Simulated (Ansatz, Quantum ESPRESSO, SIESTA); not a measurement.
# Al2O3: programs and potentials compared

```xyz
10
Lattice="2.3803 1.3742 4.3319 -2.3803 1.3742 4.3319 0.0000 -2.7485 4.3319" Properties=species:S:1:pos:R:3 pbc="T T T"
Al    0.0000    0.0000   11.0743
Al    0.0000    0.0000    8.4191
Al    0.0000    0.0000    1.9213
Al    0.0000    0.0000    4.5765
O    -1.6503   -0.1099    5.4148
O     0.7300    1.4841    5.4148
O     0.9203   -1.3742    5.4148
O     1.6503    0.1099    7.5808
O    -0.7300   -1.4841    7.5808
O    -0.9203    1.3742    7.5808
```

Alike in all runs: task band structure; functional PBE; k mesh 7 × 7 × 7; occupations fermi-dirac, width 0.05 eV; no spin polarisation; no spin-orbit coupling. Pressure is positive in compression and, in plane waves, holds the error of the finite cutoff, which Ansatz's Pulay term estimates and takes out. Gaps are the smaller of the mesh's and the band path's.

```tsv
program and potentials	plane-wave cutoff (eV)	notes	band gap (eV)	pressure (GPa)	largest force (eV/Å)
SIESTA, files PseudoDojo sr-pbe-0.4.1-standard, SZP (energy shift 0.05 Ry)	-	atomic basis; 4.8 valence electrons an atom on average	6.49	4.21	0.293
Quantum ESPRESSO, SSSP 1.3 efficiency PBE	748	4.8 valence electrons an atom on average	?	?	-
SIESTA, files PseudoDojo sr-pbe-0.4.1-standard, sg15-pbe-1.2, DZP (energy shift 0.002 Ry; radii capped at 9.5 bohr)	-	atomic basis; 4.8 valence electrons an atom on average	6.24	9.44	-
Ansatz, PseudoDojo stringent (PBE files)	1252	4.8 valence electrons an atom on average	6.26	6.39	0.054
Ansatz, JTH PAW	1380	4.8 valence electrons an atom on average; Pulay term of +0.05 GPa included	6.21	7.50	0.066
Ansatz, Ansatz PAW (files of its older set among them)	1050	8 valence electrons an atom on average; Pulay term of +0.05 GPa included	6.22	7.38	-
SIESTA, files PseudoDojo sr-pbe-0.4.1-standard, TZDP (energy shift 0.002 Ry; radii capped at 9.5 bohr)	-	atomic basis; 4.8 valence electrons an atom on average	6.25	7.59	0.081
```

Q: Estimate from the other rows what the run with Quantum ESPRESSO, SSSP 1.3 efficiency PBE gave.

A: Band gap 6.21 eV; pressure 7.75 GPa. The other rows, which needn't bracket it: band gap 6.21 to 6.49; pressure 4.21 to 9.44; largest force 0.054 to 0.293.
